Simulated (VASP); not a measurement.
# La: equation of state with PBE

Crystal: La.

```
CELL_PARAMETERS angstrom
0.00000 2.64550 2.64550
2.64550 0.00000 2.64550
2.64550 2.64550 0.00000
ATOMIC_POSITIONS crystal
La 0.00000 0.00000 0.00000
```

This isn't the form of La at room conditions, which is double hcp.

```yaml
Program: VASP 6.6.1
Task: equation of state
Functional: PBE
Potentials_or_basis: VASP PAW PBE potentials, release 64 (La)
Cutoff: 520 eV
k_mesh: 9 × 9 × 9
Occupations: fermi-dirac, width 0.05 eV
Spin: no spin polarisation
```

```
Equilibrium volume : 37.02 Å³/atom (rough: see the caveat)
Bulk modulus       : 21 GPa (rough)
```

Energy against volume, from the lowest point:
```tsv
volume (Å³/atom)	energy (meV/atom)
34.808	9.00
35.549	3.89
36.289	0.95
37.030	0.00
37.771	0.95
38.511	3.77
39.252	8.45
```

All runs of the series together: 2.1 min on 1 thread of Intel(R) Xeon(R) Platinum 8559C (Emerald Rapids), with other jobs on the host.

Caveat: the fit is doubtful: noisy points or a state that changes with volume. The run has no spin-orbit coupling, so splittings on La are missing.
